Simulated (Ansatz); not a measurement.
**Re: do energies and stresses tell the same story?**

The calculation used DFT PBEsol, scalar-relativistic, plane waves, PAW (Ansatz).

Settings: cutoff 420 eV, Γ-centred mesh 18×18×10 on the computed 2-atom cell, Gaussian smearing of 0.10 eV; no spin polarisation.

Relaxed cell: P6_3/mmc, a = 2.750 Å, b = 2.750 Å, c = 4.443 Å, α = 90.00°, β = 90.00°, γ = 120.00°, 2 atoms in the primitive cell.

Energies at zero smearing and pressures from the stress tensor, at volumes with shape and atoms relaxed:
```json
{"V (Å³/atom)": "13.681", "E − E(first) (meV/atom)": "0.00", "P (GPa)": "27.69"}
{"V (Å³/atom)": "14.117", "E − E(first) (meV/atom)": "-54.42", "P (GPa)": "12.73"}
{"V (Å³/atom)": "14.554", "E − E(first) (meV/atom)": "-71.23", "P (GPa)": "0.00"}
{"V (Å³/atom)": "14.990", "E − E(first) (meV/atom)": "-56.02", "P (GPa)": "-10.83"}
{"V (Å³/atom)": "15.427", "E − E(first) (meV/atom)": "-13.56", "P (GPa)": "-20.04"}
```

**Question.** Check P = −dE/dV between neighbouring volumes, and get the bulk modulus from the pressures alone.

**Answer.** With 1 eV/Å³ = 160.2 GPa:
```tsv
middle V (Å³/atom)	−ΔE/ΔV (GPa)	mean P (GPa)
13.899	19.971	20.209
14.336	6.169	6.367
14.772	-5.582	-5.415
15.209	-15.582	-15.433
```

The two differ by 0.24 GPa at most. The mean of two end pressures misses the average over a step by about ΔV² P″/12, up to 0.20 GPa here; with that taken off 0.04 GPa remains. The stress is the derivative of the free energy, not of the energy at zero smearing, and with free energies 0.00 GPa remains. Around V = 14.554 Å³/atom, the two neighbours give B = −V ΔP/ΔV = 14.554 × 23.56 / 0.873 = 392.7 GPa, against B0 = 390.8 GPa from the Birch–Murnaghan fit of the energies.

Spin–orbit coupling is left out, which can shift energies with elements as heavy as these.